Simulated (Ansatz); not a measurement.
# TiO2 (Imma) in Ansatz: notebook, part 2 of 2

Ansatz 0.2.0.

### 6 Band structure, PBE+U

Input file input.yaml:

```yaml
crystal:
  lattice:
    - [-2.97316, 3.287369, 3.287402]
    - [2.97316, -3.287369, 3.287402]
    - [2.97316, 3.287369, -3.287402]
  atoms:
    - { symbol: Ti, position: [0.0, 0.5, 0.0] }
    - { symbol: Ti, position: [0.0, 0.0, 0.5] }
    - { symbol: Ti, position: [0.495245, 0.245245, 0.25] }
    - { symbol: Ti, position: [0.504755, 0.754755, 0.75] }
    - { symbol: O, position: [0.695081, 0.69523, 0.500149] }
    - { symbol: O, position: [0.695081, 0.194932, 0.999851] }
    - { symbol: O, position: [0.804516, 0.749617, 0.054899] }
    - { symbol: O, position: [0.194718, 0.749617, 0.445101] }
    - { symbol: O, position: [0.805282, 0.250383, 0.554899] }
    - { symbol: O, position: [0.304919, 0.805068, 0.000149] }
    - { symbol: O, position: [0.195484, 0.250383, 0.945101] }
    - { symbol: O, position: [0.304919, 0.30477, 0.499851] }
hamiltonian:
  xc: pbe
  pseudopotentials: { kind: paw }
  hubbard: { sites: [{ species: Ti, l: d, u_eff: 4.0 }] }
kpoints:
  mp_grid: { grid: [6, 6, 6] }
  band_path:
    path:
      - [[0.0, 0.0, 0.0], [-0.5, 0.0, 0.0], [-0.5, -0.5, 0.5], [0.0, 0.0, 0.0], [0.4544894662, -0.4544894662, -0.4544894662], [-0.25, -0.25, -0.25], [0.0, -0.5, 0.0], [-0.4544894662, -0.5455105338, 0.4544894662], [-0.5, -0.5, 0.5]]
      - [[-0.5, 0.0, 0.0], [-0.25, -0.25, -0.25]]
    npoints: 10
scf:
  occupations: { method: fermi_dirac, width: 0.05 }
  n_extra_bands: 30
output:
  forces: true
  stress: true
  eigenvalues: true
  fatbands: true
```

Potentials or basis: Ansatz PAW.

On the command line:

```
ansatz run input.yaml --threads 4 --pin off --max-ram 11264MiB --backend cpu --events-out ev --progress --plain --runs-dir out
```

What it wrote:

```text
Warning: RAYON_NUM_THREADS=4 ignored (pool sized by the plan → 4); use --threads N
Ti: projections on atomic orbitals take those of the free atom [Ne] 3s2 3p6 3d2 4s2, of charge +0.00 (hamiltonian.pseudopotentials.projection_atoms); the dataset's partial waves leave at most 4.1e-7 of an orbital's norm unspanned inside its sphere
O: projections on atomic orbitals take those of the free atom [He] 2s2 2p4, of charge +0.00 (hamiltonian.pseudopotentials.projection_atoms); the dataset's partial waves leave at most 1.9e-8 of an orbital's norm unspanned inside its sphere
scf.n_extra_bands = 30 over 48 filled bands (N_el = 96.0): the run solves 78 bands
Engine: ansatz 0.2.0, aarch64-unknown-linux-gnu
Pseudopotentials: kind: paw
Pseudopotential: Ti, paw, valence charge 12, recommended cutoff 420 eV (normal), Ti.paw.azcp
Pseudopotential: O, paw, valence charge 6, recommended cutoff 420 eV (normal), O.paw.azcp
Functional definition: PBE
  parameter kappa = 0.804
  parameter beta = 0.06672455060314922
  exchange = pbe_x(kappa = kappa, mu = beta*pi^2/3)
[... 60 lines left out ...]
  atom   7  O     -0.00000000     0.05492963     0.02612476
  atom   8  O      0.00000000    -0.05492963     0.02612476
  atom   9  O     -0.00000000     0.05492963    -0.02612476
  atom  10  O     -0.01471651    -0.00000000     0.04224958
  atom  11  O      0.00000000    -0.05492963    -0.02612476
  atom  12  O      0.01471651    -0.00000000     0.04224958
  max |Σ_I F_I| component: 2.08e-17 eV/Å
--- Stress (GPa, compression-positive) ---
        4.528229       0.000000       0.000000
        0.000000       0.674349      -0.000000
        0.000000      -0.000000       0.767549
  P = ⅓ Tr σ = 1.9900 GPa (19.900 kbar)
--- Band table (eV; the first three rows and the last of 46) ---
  k-point 0: bands = ["-48.9823", "-48.9650", "-48.9410", "-48.9340", "-25.4188", "-25.4127", "-25.2175", "-25.2161", "-25.0995", "-25.0922", "-25.0909", "-25.0857", "-25.0849", "-25.0819", "-25.0388", "-25.0107", "-9.1333", "-7.8646", "-7.7732", "-7.7729", "-7.5833", "-7.5820", "-7.3229", "-7.3210", "3.4049", "3.9033", "4.4173", "4.4196", "4.5537", "4.5717", "4.5728", "5.3035", "5.3039", "5.5527", "5.5545", "6.1949", "6.1973", "6.4051", "6.4078", "7.0124", "7.8730", "7.8791", "8.2745", "8.3271", "8.3272", "8.5498", "8.5506", "9.0599", "11.3663", "11.5412", "11.8640", "11.8746", "11.8883", "11.9910", "12.0040", "12.3852", "12.3936", "12.6659", "12.6776", "13.0753", "13.5155", "14.5323", "14.5370", "14.5639", "14.5691", "15.2469", "15.2516", "16.1785", "16.4977", "20.2574", "20.2612", "20.4342", "20.4375", "22.5831", "22.5907", "23.2602", "23.4530", "23.4533"]
  k-point 1: bands = ["-48.9796", "-48.9638", "-48.9436", "-48.9367", "-25.3948", "-25.3872", "-25.2099", "-25.2033", "-25.1150", "-25.1100", "-25.0894", "-25.0832", "-25.0788", "-25.0781", "-25.0631", "-25.0385", "-9.0196", "-7.8407", "-7.8256", "-7.7441", "-7.6491", "-7.5659", "-7.3839", "-7.3542", "3.5704", "4.0304", "4.3381", "4.4757", "4.5647", "4.6506", "4.6883", "5.2148", "5.2198", "5.5057", "5.6723", "6.3441", "6.3718", "6.4378", "6.5905", "6.8433", "7.7010", "7.7801", "7.8541", "8.1612", "8.2692", "8.2934", "8.3734", "8.9662", "11.5341", "11.7366", "11.8266", "11.8389", "12.0139", "12.0153", "12.1120", "12.3453", "12.5847", "12.5964", "12.6140", "13.2649", "13.4189", "14.0426", "14.5579", "14.5764", "15.0243", "15.0843", "15.1353", "16.0222", "16.8988", "20.4237", "20.5688", "20.5822", "20.6641", "22.3298", "22.8082", "23.2808", "23.5376", "23.9307"]
  k-point 2: bands = ["-48.9717", "-48.9598", "-48.9508", "-48.9438", "-25.3282", "-25.3173", "-25.1925", "-25.1717", "-25.1418", "-25.1363", "-25.1228", "-25.1194", "-25.0892", "-25.0825", "-25.0790", "-25.0735", "-8.7142", "-7.9731", "-7.7858", "-7.7727", "-7.6639", "-7.5738", "-7.5237", "-7.4388", "3.8857", "4.3993", "4.4539", "4.5297", "4.5727", "4.7624", "4.8096", "5.0848", "5.4280", "5.4333", "5.8861", "6.0980", "6.6399", "6.6586", "6.6602", "6.9049", "6.9456", "7.1888", "7.5799", "7.8481", "7.9821", "8.0153", "8.2834", "8.6810", "11.6937", "11.7623", "11.7742", "12.1630", "12.2232", "12.2930", "12.3325", "12.3759", "12.4225", "12.5598", "12.8151", "13.1764", "13.6984", "13.7231", "14.4585", "14.5746", "14.6050", "14.8925", "15.3481", "15.7025", "17.9443", "20.0736", "21.1163", "21.1467", "21.3092", "22.3407", "23.2699", "23.5055", "23.8063", "23.8479"]
  k-point 45: bands = ["-48.9736", "-48.9665", "-48.9399", "-48.9329", "-25.4196", "-25.4135", "-25.2268", "-25.2257", "-25.0983", "-25.0910", "-25.0900", "-25.0848", "-25.0788", "-25.0760", "-25.0275", "-25.0219", "-8.4128", "-8.4112", "-7.6957", "-7.6954", "-7.6943", "-7.6930", "-7.4456", "-7.4438", "3.6546", "3.6573", "4.6275", "4.6319", "5.2437", "5.2440", "5.3434", "5.3439", "5.5658", "5.5660", "6.1643", "6.1659", "6.1775", "6.1813", "6.9098", "6.9142", "7.0961", "7.1000", "7.5946", "7.5963", "7.6738", "7.6762", "7.8959", "7.8989", "11.3181", "11.3241", "11.9046", "11.9063", "12.2522", "12.2544", "12.6067", "12.6177", "12.8330", "12.8415", "13.0384", "13.0423", "14.1368", "14.1426", "14.4479", "14.4553", "14.5860", "14.5907", "15.2317", "15.2390", "19.9832", "19.9851", "21.1015", "21.1028", "21.5257", "21.5289", "23.4012", "23.4065", "24.0616", "24.0618"]
Occupation matrices written to <dir>
```

occupation_matrices:

```text
# The occupation matrices of the corrected shells as a run of Ansatz 0.0.0 ended. An entry of
# hamiltonian.hubbard.sites starts from them by `starting_ns: <path of this file>`, where that key's refused
# combinations let it.
# Free energy -14541.482942 eV.
# projection_atom_Ti: [Ne] 3s2 3p6 3d2 4s2
[... 50 lines left out ...]
  site3_d:
    matrix:
      - [0.15766821945437992, -1.2197274440461925e-19, 1.3552527156068805e-19, 0.0652732667735158, 1.2197274440461925e-19]
      - [-1.3552527156068805e-19, 0.3109761472215478, 4.336808689942018e-19, -8.131516293641283e-20, 1.0842021724855044e-19]
      - [1.0842021724855044e-19, 4.336808689942018e-19, 0.15451144893385005, 5.421010862427522e-20, 0.0]
      - [0.0652732667735158, -5.421010862427522e-20, 5.421010862427522e-20, 0.2534415228610544, 0.0]
      - [1.0842021724855044e-19, 1.0842021724855044e-19, 0.0, -2.710505431213761e-20, 0.15692217255143873]
```

It took 23 s on 4 threads of Arm Neoverse V2, shared host; peak memory 1.2 GiB.

Results:

| Property | Result |
| --- | --- |
| Free energy | -14541.4829 eV |
| Pressure | 2.0 GPa |
| Largest force | 0.117 eV/Å |
| Band gap on the k mesh | 2.26 eV |
| Band gap along the path | 2.26 eV |

Forces on the atoms (eV/Å):
```
Ti   0.000  0.000  0.000
Ti   0.000  0.000  0.000
Ti   0.000  0.000  0.117
Ti   0.000  0.000 -0.117
O   -0.015  0.000 -0.042
O    0.015  0.000 -0.042
O    0.000  0.055  0.026
O    0.000 -0.055  0.026
O    0.000  0.055 -0.026
O   -0.015  0.000  0.042
O    0.000 -0.055 -0.026
O    0.015  0.000  0.042
```

Stress tensor (GPa, compression positive):
```
4.53 0.00 0.00
0.00 0.67 0.00
0.00 0.00 0.77
```

Levels at the corners of the path, in eV from the valence-band top:
| point | band 45 | band 46 | band 47 | band 48 | band 49 | band 50 | band 51 | band 52 |
| --- | --- | --- | --- | --- | --- | --- | --- | --- |
| Γ | -0.73 | -0.51 | -0.51 | 0.00 | 2.31 | 2.48 | 2.80 | 2.81 |
| X | -1.05 | -1.05 | -0.75 | -0.75 | 2.34 | 2.34 | 2.85 | 2.85 |
| M | -1.39 | -1.38 | -1.16 | -1.16 | 2.26 | 2.26 | 2.84 | 2.85 |
| Γ | -0.73 | -0.51 | -0.51 | 0.00 | 2.31 | 2.48 | 2.80 | 2.81 |
| Z | -1.45 | -1.45 | -1.19 | -1.19 | 2.30 | 2.30 | 2.85 | 2.85 |
| P | -0.83 | -0.83 | -0.82 | -0.82 | 2.89 | 2.89 | 2.89 | 2.89 |
| N | -1.21 | -1.21 | -0.66 | -0.64 | 2.64 | 2.64 | 2.93 | 2.96 |
| Z1 | -1.45 | -1.45 | -1.19 | -1.19 | 2.30 | 2.30 | 2.85 | 2.85 |
| M | -1.39 | -1.38 | -1.16 | -1.16 | 2.26 | 2.26 | 2.84 | 2.85 |
| X | -1.05 | -1.05 | -0.75 | -0.75 | 2.34 | 2.34 | 2.85 | 2.85 |
| P | -0.83 | -0.83 | -0.82 | -0.82 | 2.89 | 2.89 | 2.89 | 2.89 |

Eigenvalues of the final occupation matrices:
| site | spin | trace | eigenvalues |
| --- | --- | --- | --- |
| site 1 | 1 | 1.03 | 0.12 0.15 0.16 0.29 0.31 |
| site 2 | 1 | 1.03 | 0.12 0.15 0.16 0.29 0.31 |
| site 3 | 1 | 1.03 | 0.12 0.15 0.16 0.29 0.31 |
| site 4 | 1 | 1.03 | 0.12 0.15 0.16 0.29 0.31 |

Caveat: the pressure holds a Pulay correction of +0.7 GPa for the finite cutoff.

### 7 Overview

| level | U | hubbard projectors | double counting | gap on the mesh (eV) | pressure (GPa) | largest force (eV/Å) |
| --- | --- | --- | --- | --- | --- | --- |
| PBE | - | - | - | 1.84 | -1.4 | 0.06 |
| PBE+U | Ti d U = 1 eV | ortho-atomic (the default) | fll (the default) | 1.94 | -0.6 | 0.06 |
| PBE+U | Ti d U = 2 eV | ortho-atomic (the default) | fll (the default) | 2.05 | 0.2 | 0.06 |
| PBE+U | Ti d U = 3 eV | ortho-atomic (the default) | fll (the default) | 2.15 | 1.1 | 0.09 |
| PBE+U | Ti d U = 4 eV | ortho-atomic (the default) | fll (the default) | 2.26 | 2.0 | 0.12 |

Alike in all rows: task band structure; potentials or basis Ansatz PAW; no spin polarisation; cell as given; k mesh 6 × 6 × 6; cutoff (eV) 420; smearing fermi-dirac 0.05 eV.

On the cell as given the gap runs from 1.84 eV (PBE) to 2.26 eV (PBE+U). The pressure there spans -1.4 GPa (PBE) to 2.0 GPa (PBE+U); a positive pressure means that this level wants a larger cell, a negative one a smaller.

Absolute energies hang on the potentials; compare differences alone.
